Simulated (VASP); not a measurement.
Runs of VASP 6.6.1 on KF. Symmetry: Fm-3m, No. 225, cubic system. The conventional cell has a = 5.309 Å, b = 5.309 Å, c = 5.309 Å, α = 90.00°, β = 90.00°, γ = 90.00°. Around K (site symmetry m-3m) lie 6 F at 2.65 Å. F (site symmetry m-3m) is surrounded by 6 K at 2.65 Å. The cell is a database's computed one.

```tsv
level	potentials or basis	k mesh	cutoff (eV)	smearing	gap on the mesh (eV)	pressure (GPa)
PBEsol	VASP PAW PBE potentials, release 64 (K_sv, F)	8 × 8 × 8	520	gaussian 0.5 eV	6.13	0.0
r2SCAN	VASP PAW PBE potentials, release 64 (K_sv, F)	8 × 8 × 8	520	gaussian 0.02 eV	6.94	(a)
PBEsol	VASP PAW PBE potentials, release 64 (K_sv, F_h)	8 × 8 × 8	900	gaussian 0.02 eV	6.13	-0.3
PBEsol	VASP PAW PBE potentials, release 64 (K_sv, F)	8 × 8 × 8	700	gaussian 0.02 eV	6.13	0.0
PBEsol	VASP PAW PBE potentials, release 64 (K_sv, F)	12 × 12 × 12	520	gaussian 0.02 eV	6.13	0.0
```

Alike in all rows: task single point; no spin polarisation; cell as given.

Question: Estimate the missing entries.

Answer: (a) 0.2.

Caveats: the PAW data sets were made with another functional, which shifts forces and pressure a little; the cutoff is under 1.25 times the usual one of these potentials, so pressure, stress and relaxed cells hold a basis-set (Pulay) error (some runs).

A k mesh can miss the band edges.
